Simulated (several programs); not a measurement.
# LiBr (Fm-3m) from semi-empirical methods to plane-wave DFT

A 2-atom cell of LiBr started from a crystallographic database, relaxed with r2SCAN in Ansatz, was computed with several methods. The symmetry is Fm-3m (No. 225, cubic); conventional cell a = 5.479 Å, 20.56 Å³ an atom. Li is surrounded by 6 Br at 2.74 Å; Br is surrounded by 6 Li at 2.74 Å. Spin-unpolarised throughout; all numbers are computed.

Space group Fm-3m (No. 225). a = 5.479 Å, b = 5.479 Å, c = 5.479 Å, α = 90.00°, β = 90.00°, γ = 90.00°

| atom | site | symmetry | x | y | z |
| --- | --- | --- | --- | --- | --- |
| Li | 4a | m-3m | 0.0000 | 0.0000 | 0.0000 |
| Br | 4b | m-3m | 0.5000 | 0.0000 | 0.0000 |

Gaps and times are for a single point on this cell; volume and bulk modulus come from each method's own relaxation or energy curve at fixed shape. Times are rough, from shared hosts (Arm Neoverse N1; Arm Neoverse V2), and each method has its own mesh and cell size. PM6 (MOPAC), PM7 (MOPAC), GFN1-xTB (tblite), GFN2-xTB (tblite) treat a cluster of cells at its zone centre, which samples few k points: where these miss a band edge, the gap comes out too large for that reason alone. Gaps from k meshes are read at a limited set of points (mesh, symmetry points, PBE's band edges), so each method's own least gap may be somewhat smaller. Force fields have no electrons; where one was fitted to this phase, its volume and modulus reflect the fit. xTB and the PM methods were fitted mostly to molecules, and can miss a solid's gap by electronvolts. Minimal bases can be far off for gaps. Times of the plane-wave rungs are withheld (a dash), since they come from other jobs, hosts and meshes; the meshes of hybrids and Hartree-Fock don't converge their gaps to the digits shown. GLLB-SC's gap includes the derivative discontinuity. G0W0 is at finite bands, cutoff and mesh. d marks a direct gap, i an indirect one (no mark: not told apart), a dash a value that wasn't computed or didn't pass its checks.

```csv
method,kind,gap (eV),own volume (Å³/atom),bulk modulus (GPa),atoms computed,processor time
PBEsol,semilocal,–,19.82,–,2,–
ffield.eim (LAMMPS),force field,–,–,–,2,0.12 s
"light PBE (260 eV, its own mesh)",light plane-wave,5.02 i,–,–,2,0.45 s
PBE,semilocal,4.99 i,20.92,26,2,–
LDA,semilocal,4.69 i,18.72,–,2,–
PBE/single zeta (GPAW),small basis,4.29 d,–,–,2,2.3 s
r2SCAN,semilocal,5.88 d,20.56,28,2,–
GFN1-xTB (tblite),tight binding,2.13,20.50,35,cluster,3 s
PM7 (MOPAC),semi-empirical,12.05,20.54,39,cluster,4.5 s
GFN2-xTB (tblite),tight binding,7.32,–,–,cluster,4.6 s
PBE+SOC,semilocal,4.81 d,–,–,2,–
PM6 (MOPAC),semi-empirical,10.27,–,–,cluster,5 s
GLLB-SC (GPAW),model potential,8.37,–,–,2,5.4 s
PBE/SZV (CP2K),small basis,4.51 d,–,–,2,6.3 s
PBE/DZVP (CP2K),small basis,4.94 i,21.15,26,2,13 s
G0W0@LDA (140 eV screening cutoff),many-body,7.03,–,–,2,–
HSE06,hybrid,6.21 i,20.50,–,2,–
PBE0,hybrid,6.90 i,–,–,2,–
G0W0@PBE (260 eV screening cutoff),many-body,7.31,–,–,2,–
DDH-PBE0,hybrid,7.21 i,–,–,2,–
r2SCAN0,hybrid,7.43 d,–,–,2,–
Hartree-Fock,exact exchange,13.20 d,–,–,2,–
HSE06+SOC,hybrid,6.03 d,–,–,2,–
G0W0@r2SCAN (180 eV screening cutoff),many-body,7.69,–,–,2,–
G0W0@HSE06 (180 eV screening cutoff),many-body,7.82,–,–,2,–
G0W0@PBE0 (180 eV screening cutoff),many-body,8.02,–,–,2,–
```

Against HSE06 (6.21 eV) the nearest gap at the points sampled is that of HSE06+SOC (-0.18 eV) and the farthest that of Hartree-Fock (+6.99 eV). HSE06 is only a yardstick of convenience: for gaps this wide it usually falls short of measured ones, so a larger value can be the better one.

Volumes against r2SCAN's: PBEsol -3.6 %, PBE +1.7 %, LDA -8.9 %, GFN1-xTB (tblite) -0.3 %, PM7 (MOPAC) -0.1 %, PBE/DZVP (CP2K) +2.9 %, HSE06 -0.3 %.

Only the rows marked +SOC include spin-orbit coupling.
